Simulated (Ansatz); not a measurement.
Reactions of C4H8, SMILES `C1CCC1`.

Gas-phase electronic energies from Ansatz, PBE0-D4/def2-TZVP geometries. CBS: MP2 limit from def2 TZ/QZ plus the TZ coupled-cluster correction, frozen cores. This one scheme is used for every species, atoms too. Double bonds are as drawn, so ΔE can hold a change between cis and trans. DFT in def2-TZVPP. Open shells (•) are unrestricted, without spin–orbit coupling. Spin–orbit coupling would lower the free atoms: a little for C. One conformer a species, not always the lowest.

```json
{"reaction": "`C1CCC1` + `[CH3]`• → `[CH]1CCC1`• + CH₄", "LDA (SPW92) (kJ/mol)": "-41"}
{"reaction": "`C1CCC1` → `C=C(C)C`", "LDA (SPW92) (kJ/mol)": "-20"}
{"reaction": "`C1CCC1` → 4 C• + 8 H•", "LDA (SPW92) (kJ/mol)": "5457"}
{"reaction": "`C1CCC1` → `CC1CC1`", "LDA (SPW92) (kJ/mol)": "-1"}
{"reaction": "`C1CCC1` → `C=CCC`", "LDA (SPW92) (kJ/mol)": "1"}
{"reaction": "`C1CCC1` → `[CH]1CCC1`• + H•", "LDA (SPW92) (kJ/mol)": "474"}
{"reaction": "`C1CCC1` → `C/C=C/C`", "LDA (SPW92) (kJ/mol)": "-16"}
{"reaction": "`C1CCC1` → `C/C=C\\C`", "LDA (SPW92) (kJ/mol)": "-13"}
```

(1) Give the CCSD(T)/CBS values in the same order. (An estimate is asked.)

Largest T1 diagnostic: 0.011, for `[CH]1CCC1`•.

Answers

(1) Computed: -19, -38, 4805, 1, -23, 453, -33, -28 kJ/mol.
